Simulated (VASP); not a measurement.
Write the native input for VASP 6.6.1 that does the following.

* Task: relaxation of cell and atoms
* Functional: PBE
* Potentials or basis: VASP PAW PBE potentials, release 64 (Be, Se)
* Cutoff: 600 eV
* k mesh: 6 × 6 × 6
* Occupations: fermi-dirac, width 0.1 eV
* Spin: no spin polarisation
* Dipole correction: no
* Further INCAR settings: ALGO = Normal; EDIFF = 1e-06; IBRION = 2; EDIFFG = -0.01; NSW = 60; ISIF = 3

The structure of BeSe lies in POSCAR:

```
BeSe
1.0
    0.0000000000      2.5212260000      2.5212260000
    2.5212260000      0.0000000000      2.5212260000
    2.5212260000      2.5212260000      0.0000000000
Be Se
1 1
Direct
    0.0000000000      0.0000000000      0.0000000000
    0.2500000000      0.2500000000      0.2500000000
```

The cell was built by a generator and needn't be a form met in nature.

These files were run (other wordings do the same):

INCAR

```
SYSTEM = BeSe
  PREC = Accurate
  ENCUT = 600
  EDIFF = 1E-6
  ISMEAR = -1
  SIGMA = 0.1
  LREAL = .False.
  LASPH = .True.
  NELM = 100
  ALGO = Normal
  ISIF = 3
  LWAVE = .False.
  LCHARG = .False.
  GGA = PE
  IBRION = 2
  NSW = 60
  EDIFFG = -0.01
```

KPOINTS

```
regular mesh
0
Gamma
  6 6 6
  0 0 0
```

Potentials or basis: VASP PAW PBE potentials, release 64 (Be, Se).

Launch:

```console
$ cat potpaw_PBE.64/Be/POTCAR potpaw_PBE.64/Se/POTCAR > POTCAR
$ mpirun -np 1 vasp_std > vasp.out
```

Results of the run:

| Item | Value |
| --- | --- |
| Relaxed volume | 17.40 Å³/atom |
| Relaxed cell | a = 3.664 Å, b = 3.664 Å, c = 3.664 Å, α = 60.00°, β = 60.00°, γ = 60.00° |
| Space group after relaxing (to 0.05 Å) | F-43m (No. 216) |
| Energy gained by relaxing | 29.1 meV/atom |
| Ionic steps | 3 |
| Pressure after relaxing | 0.0 GPa |
| Band gap on the k mesh | 2.67 eV, indirect (least direct gap 4.20 eV) |

Wall time 12 s on 1 thread of Intel(R) Xeon(R) Platinum 8488C (Sapphire Rapids), with other jobs on the host, peak memory 0.16 GiB.
